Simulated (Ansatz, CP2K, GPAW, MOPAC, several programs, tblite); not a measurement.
## AlN (NiAs type) from semi-empirical methods to plane-wave DFT

AlN (NiAs type), relaxed with r2SCAN in Ansatz, was computed with several methods. Space group P6_3/mmc (No. 194), hexagonal; conventional cell a = 2.833 Å, c = 4.841 Å, 8.41 Å³ an atom. Al has 6 N at 2.03 Å; N has 6 Al at 2.03 Å. No spin polarisation. The prototype was imposed, so other structures may be more stable.

```
Al N
1.0
     2.83285    0.00000    0.00000
    -1.41643    2.45332    0.00000
     0.00000    0.00000    4.84101
Al N
2 2
Direct
  0.00000 0.00000 0.00000
  0.00000 0.00000 0.50000
  0.33333 0.66667 0.25000
  0.66667 0.33333 0.75000
```

Gaps and times are for a single point on this cell; volume and bulk modulus come from each method's own relaxation or energy curve at fixed shape, which is too stiff where a cell has free coordinates or axes. Times are rough, from shared hosts (Arm Neoverse V1), and each method has its own mesh and cell size. A dagger marks a closed or tiny gap in a crystal that DFT finds insulating: a failure of the method or a wrong SCF state. A double dagger marks a value from a curve with shape and coordinates held. PM7 (MOPAC): levels, charges or heat of formation failed a check of plausibility, so no values are given. A star marks a curve whose lowest point is an end point. PM6 (MOPAC), PM7 (MOPAC), GFN1-xTB (tblite), GFN2-xTB (tblite) treat a cluster of cells at its zone centre, which samples few k points: where these miss a band edge, the gap comes out too large for that reason alone. Gaps from k meshes are read at a limited set of points (mesh, symmetry points, PBE's band edges), so each method's own least gap may be somewhat smaller. xTB and the PM methods were fitted mostly to molecules, and can miss a solid's gap by electronvolts. Minimal bases can be far off for gaps. GLLB-SC's gap includes the derivative discontinuity. d marks a direct gap, i an indirect one (no mark: not told apart), a dash a value that wasn't computed or didn't pass its checks.

```json
{"method": "light PBE (260 eV and a coarse mesh)", "kind": "light plane-wave", "gap (eV)": "4.90 i", "own volume (Å³/atom)": "–", "bulk modulus (GPa)": "–", "atoms computed": "4", "processor time": "0.74 s"}
{"method": "PBE", "kind": "semilocal", "gap (eV)": "4.92 i", "own volume (Å³/atom)": "8.62", "bulk modulus (GPa)": "241‡", "atoms computed": "4", "processor time": "2.6 s"}
{"method": "r2SCAN", "kind": "semilocal", "gap (eV)": "5.69 i", "own volume (Å³/atom)": "8.41", "bulk modulus (GPa)": "265‡", "atoms computed": "4", "processor time": "6.3 s"}
{"method": "GLLB-SC (GPAW)", "kind": "model potential", "gap (eV)": "6.99", "own volume (Å³/atom)": "–", "bulk modulus (GPa)": "–", "atoms computed": "4", "processor time": "14 s"}
{"method": "PBE/SZV (CP2K)", "kind": "small basis", "gap (eV)": "4.70 i", "own volume (Å³/atom)": "9.37*‡", "bulk modulus (GPa)": "193*‡", "atoms computed": "4", "processor time": "16 s"}
{"method": "GFN1-xTB (tblite)", "kind": "tight binding", "gap (eV)": "0.02†", "own volume (Å³/atom)": "–", "bulk modulus (GPa)": "–", "atoms computed": "128", "processor time": "20 s"}
{"method": "GFN2-xTB (tblite)", "kind": "tight binding", "gap (eV)": "2.52", "own volume (Å³/atom)": "9.00‡", "bulk modulus (GPa)": "227‡", "atoms computed": "128", "processor time": "23 s"}
{"method": "PM7 (MOPAC)", "kind": "semi-empirical", "gap (eV)": "–", "own volume (Å³/atom)": "–", "bulk modulus (GPa)": "–", "atoms computed": "128", "processor time": "28 s"}
{"method": "PM6 (MOPAC)", "kind": "semi-empirical", "gap (eV)": "12.83", "own volume (Å³/atom)": "–", "bulk modulus (GPa)": "–", "atoms computed": "128", "processor time": "29 s"}
{"method": "PBE/single zeta (GPAW)", "kind": "small basis", "gap (eV)": "4.42 i", "own volume (Å³/atom)": "–", "bulk modulus (GPa)": "–", "atoms computed": "4", "processor time": "31 s"}
{"method": "PBE/DZVP (CP2K)", "kind": "small basis", "gap (eV)": "4.92 i", "own volume (Å³/atom)": "8.60‡", "bulk modulus (GPa)": "236‡", "atoms computed": "4", "processor time": "48 s"}
```

Against r2SCAN (5.69 eV) and with closed or daggered gaps left aside, the nearest gap at the points sampled is that of PBE/DZVP (CP2K) (-0.77 eV) and the farthest that of PM6 (MOPAC) (+7.14 eV). r2SCAN is only a yardstick of convenience: semilocal gaps usually lie below measured ones, which GLLB-SC and hybrids aim to mend.

Volumes against r2SCAN's: PBE +2.5 %.
